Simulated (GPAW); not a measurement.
# In (P6_3/mmc) in GPAW: equation of state

Aim: energy against volume of In in PBEsol, for its equilibrium volume and stiffness.

Program: GPAW 26.7.0. These are calculated values, not measurements. Logs are shortened: lines on timing, memory, paths and dates and some standing lists are left out, and cuts for length are marked. The log counts tension as positive stress, the text compression.

## 1. The structure

Symmetry: P6_3/mmc, No. 194, hexagonal system. The conventional cell has a = 3.335 Å, b = 3.335 Å, c = 5.509 Å, α = 90.00°, β = 90.00°, γ = 120.00°. In (site symmetry -6m2) is surrounded by 12 In at 3.34 to 3.36 Å.

This isn't the form of In at room conditions, which is tetragonal.

## 2. Equation of state, PBEsol

The input, run.py:

```python
from ase import Atoms
from ase.eos import EquationOfState
from ase.io import Trajectory
from ase.units import GPa
from gpaw import GPAW, PW, setup_paths

setup_paths.insert(0, '.')

atoms = Atoms(['In', 'In'],
              cell=[[3.335484782, 0.0, 0.0],
                    [-1.667742391, 2.8886145552, 0.0],
                    [0.0, 0.0, 5.50914292]],
              scaled_positions=[[0.6666666667, 0.3333333333, 0.75],
                                [0.3333333333, 0.6666666667, 0.25]],
              pbc=True)

traj = Trajectory('eos.traj', 'w')
volumes, energies = [], []
for x in [0.94, 0.96, 0.98, 1.0, 1.02, 1.04, 1.06]:
    a = atoms.copy()
    a.set_cell(atoms.cell * x**(1 / 3), scale_atoms=True)
    calc = GPAW(mode=PW(600),
                xc='PBEsol',
                kpts={'size': (9, 9, 5), 'gamma': True},
                occupations={'name': 'fermi-dirac', 'width': 0.05},
                nbands=23,
                convergence={'density': 1e-05, 'energy': 1e-05},
                maxiter=150,
                txt=f'eos-{x:.2f}.txt')
    a.calc = calc
    energies.append(a.get_potential_energy(force_consistent=True))
    volumes.append(a.get_volume())
    p = -a.get_stress()[:3].mean() / GPa
    calc.write(f'eos-{x:.2f}.gpw')
    traj.write(a)
    print(f'{x:.2f} {volumes[-1]:10.4f} A^3 {energies[-1]:14.6f} eV {p:9.3f} GPa', flush=True)

v0, e0, B = EquationOfState(volumes, energies, eos='birchmurnaghan').fit()
print(f'V0 = {v0:.4f} A^3, E0 = {e0:.6f} eV, B0 = {B / GPa:.2f} GPa')
```

Potentials or basis: PAW data sets generated in the run's folder for this functional, pw.

Run with:

```
$ gpaw-setup -f PBEsol In
$ OMP_NUM_THREADS=1 python run.py
```

Log:

```text
__  _  _
 | _ |_)|_||  |
 |__||  | ||/\| - 26.7.0

Input parameters:
  mode=PW(ecut=600.0),
  convergence={'density': 1e-05, 'energy': 1e-05},
  kpts=MonkhorstPack(size=(9, 9, 5), gamma=True),
  maxiter=150,
  nbands=23,
  occupations=Occupations(name='fermi-dirac', width=0.05),
  xc=XC(name='PBEsol')

Diagonalizing LCAO Hamiltonian
Converting LCAO to pw mode

           In

        In

Atoms  # Å, Bohr magnetons
|   | symbol |         x |        y |        z |    initial magnetic moments |
|---|--------|-----------|----------|----------|-----------------------------|
| 0 |     In |  1.633697 | 0.943216 | 4.047510 | ( 0.0000,  0.0000,  0.0000) |
| 1 |     In | -0.000000 | 1.886431 | 1.349170 | ( 0.0000,  0.0000,  0.0000) |

Unit cell  # Å
| periodic |         x |        y |        z |  lengths |     angles |
|----------|-----------|----------|----------|----------|------------|
|      yes |  3.267395 | 0.000000 | 0.000000 | 3.267395 |  90.000000 |
|      yes | -1.633697 | 2.829647 | 0.000000 | 3.267395 |  90.000000 |
|      yes |  0.000000 | 0.000000 | 5.396680 | 5.396680 | 120.000000 |

Number of symmetries: 12
Symmetry operations  # r_c * U_cc + t_c -> r_c
|    | kind |            matrix            |
|----|------|------------------------------|
|  0 |  σ   |  1, 1, 0,  0,-1, 0,  0, 0, 1 |
|  1 |  S6  |  1, 1, 0, -1, 0, 0,  0, 0,-1 |
|  2 |  E   |  1, 0, 0,  0, 1, 0,  0, 0, 1 |
|  3 |  C2  |  1, 0, 0, -1,-1, 0,  0, 0,-1 |
|  4 |  C2  |  0, 1, 0,  1, 0, 0,  0, 0,-1 |
|  5 |  C3  |  0, 1, 0, -1,-1, 0,  0, 0, 1 |
|  6 |  S6  |  0,-1, 0,  1, 1, 0,  0, 0,-1 |
|  7 |  σ   |  0,-1, 0, -1, 0, 0,  0, 0, 1 |
|  8 |  σ   | -1, 0, 0,  1, 1, 0,  0, 0, 1 |
|  9 |  i   | -1, 0, 0,  0,-1, 0,  0, 0,-1 |
| 10 |  C3  | -1,-1, 0,  1, 0, 0,  0, 0, 1 |
| 11 |  C2  | -1,-1, 0,  0, 1, 0,  0, 0,-1 |

BZ-sampling:
  Number of BZ points: 405
  Number of IBZ points: 50

  Monkhorst-Pack size: [9, 9, 5]
  Monkhorst-Pack shift: [0, 0, 0]

K-points  # in reciprocal-cell coordinates
|     |                                coordinates |     weight |
|-----|--------------------------------------------|------------|
|   0 | (  0.00000000,   0.00000000,   0.00000000) | 0.00246914 |
|   1 | (  0.00000000,   0.00000000,   0.20000000) | 0.00493827 |
|   2 | (  0.00000000,   0.00000000,   0.40000000) | 0.00493827 |
|   3 | (  0.11111111,   0.00000000,  -0.40000000) | 0.01481481 |
|   4 | (  0.11111111,   0.00000000,  -0.20000000) | 0.01481481 |
|   5 | (  0.11111111,   0.00000000,   0.00000000) | 0.01481481 |
|   6 | (  0.11111111,   0.00000000,   0.20000000) | 0.01481481 |
|   7 | (  0.11111111,   0.00000000,   0.40000000) | 0.01481481 |
|   8 | (  0.22222222,  -0.11111111,   0.00000000) | 0.01481481 |
|   9 | (  0.22222222,  -0.11111111,   0.20000000) | 0.02962963 |
| ... |                                            |            |
|  49 | (  0.44444444,   0.44444444,   0.40000000) | 0.02962963 |

Plane wave coefficients: 1695
Cutoff: 600.0 eV

Spin-components: 1 (collinear spins)
Bands:           23
Projectors:      12
Spin-degeneracy: 2
Datatype:        complex128

Parallelization:
  kpt:    1
  domain: 1
  band:   1

Density:
  Valence electrons: 26.0
  Components: 1
  Grid points: [20 20 32]
  Charge: 0.0  # |e|

Potential:
  Grid points: [20 20 32]

species:
  In:
    name:    Indium
    Z:       49.0
    valence: 13
    core:    36
    charge:  0.0  # [|e|]
    compensation charges:
      type: gauss
      rc: 0.36  # [Å]
      lmax: 2
    cutoffs:
      filter: 2.09  # [Å]
      core: 2.48  # [Å]
    projectors
    | kind |    occ | energy [eV] | rcut [Å] |
    |------|--------|-------------|----------|
    |   5s |  2.000 |      -8.248 |    1.185 |
    |   5p |  1.000 |      -2.521 |    1.244 |
    |   4d | 10.000 |     -18.596 |    1.148 |
    |    s |        |      18.964 |    1.185 |
    |    p |        |      24.691 |    1.244 |
    |    d |        |       8.615 |    1.148 |

    Using partial waves for In as LCAO basis

Reference energy: -319805.218446  # eV

eigensolver:
  PPCG
  Converge bands: occupied
  niter=2

density mixing:
  MSR1-Mixer
  Pratt-step length: 0.05
  Maximum mixing coefficient: 0.75
  Old densities: 10
  SVD Regularization: 0.005
  Good broyden scale: 1.0
  Trust region scale: 1.0
  Backstep threshold: 4.0
  History deletion threshold: 6.0
  Fourier metric: weight=20.0, sigma=0.015

occupation numbers:
  Fermi-Dirac:
    width: 0.0500  # eV

poisson solver:
  ecut: 4800.0  # eV

xc functional:
  name: PBEsol with 2 nearest neighbor stencil

convergence criteria:
- Maximum integral of absolute [dens]ity change: 1e-05 electrons / valence electron
- Maximum [total energy] change in last 3 cyles: 1e-05 eV / valence electron
- Maximum integral of absolute [eigenst]ate change: 4e-08 eV^2 / valence electron
maximum number of iterations: 150

SCF iterations
|iter     | |      energy | eigst |  dens |
|---------|-|-------------|-------|-------|
|iter:   1| |   -6.445602 | -0.35 |       |
|iter:   2| |   -6.436995 | -2.32 | -1.55 |
|iter:   3| |   -6.369976 | -2.55 | -1.59 |
|iter:   4| |   -6.367918 | -3.73 | -2.04 |
|iter:   5| |   -6.368065 | -4.42 | -2.58 |
|iter:   6| |   -6.368077c| -6.13 | -3.65 |
|iter:   7| |   -6.368079c| -6.93 | -4.14 |
|iter:   8| |   -6.368079c| -7.62c| -4.74 |
|iter:   9| |   -6.368079c| -8.19c| -5.52c|

Converged in 9 steps
Energy contributions relative to reference atoms: (reference = -319805.218446)

Energy contributions:
  Kinetic:          22.982570
  Coulomb:         -20.569983
  Zero:              0.319692
  External:          0.000000
  Xc:               -9.094870
  Entropy:          -0.010975
  Spinorbit:         0.000000
  ----------------------------
  Free energy:      -6.373566
  Extrapolated:     -6.368079

dipole moment: (-0.000000, -0.000000, -0.000001)  # |e|*Ang

Fermi level: 7.383
Eigenvalues  # (at kpt = [0.000, 0.000, 0.000])
| band index |      eig [eV] | occ [0-2] |
|------------|---------------|-----------|
|          0 |        -7.274 |     2.000 |
|        ... |               |           |
|          5 |        -7.125 |     2.000 |
|          6 |        -7.038 |     2.000 |
|          7 |        -7.038 |     2.000 |
|          8 |        -6.824 |     2.000 |
|          9 |        -6.824 |     2.000 |
|         10 |        -2.562 |     2.000 |
|         11 |         2.862 |     2.000 |
|         12 |         3.673 |     2.000 |
|         13 |        16.117 |     0.000 |
|         14 |        16.117 |     0.000 |
|         15 |        18.012 |     0.000 |
|         16 |        18.012 |     0.000 |
|         17 |        18.103 |     0.000 |
|         18 |        18.437 |     0.000 |
|         19 |        19.107 |     0.000 |
|         20 |        21.533 |     0.000 |
|        ... |               |           |
|         22 |        22.314 |     0.000 |

No gap
No difference between direct/indirect transitions

Stress tensor  # eV/Ang^3
|         x |         y |         z |
|-----------|-----------|-----------|
| -0.007650 |  0.000000 |  0.000000 |
|  0.000000 | -0.007650 | -0.000000 |
|  0.000000 | -0.000000 | -0.001677 |

# Writing to eos-0.94.gpw (mode='')
```

It took 2.5 min on 1 thread of Arm Neoverse V2, shared host; peak memory 0.32 GiB.

What came out:

```yaml
Equilibrium_volume: 25.46 Å³/atom
Bulk_modulus_at_fixed_shape_and_positions: 46 GPa
Pressure_derivative_of_the_bulk_modulus: 6.5
```

Energy against volume, from the lowest point:
```csv
volume (Å³/atom),energy (meV/atom)
24.948,1.54
25.478,0.00
26.009,1.55
26.540,5.81
27.071,12.37
27.602,20.85
28.133,30.97
```

Caveat: the cell was scaled at fixed shape and fractional positions, which overstates the stiffness of a crystal with free parameters, most of all of layers and chains.
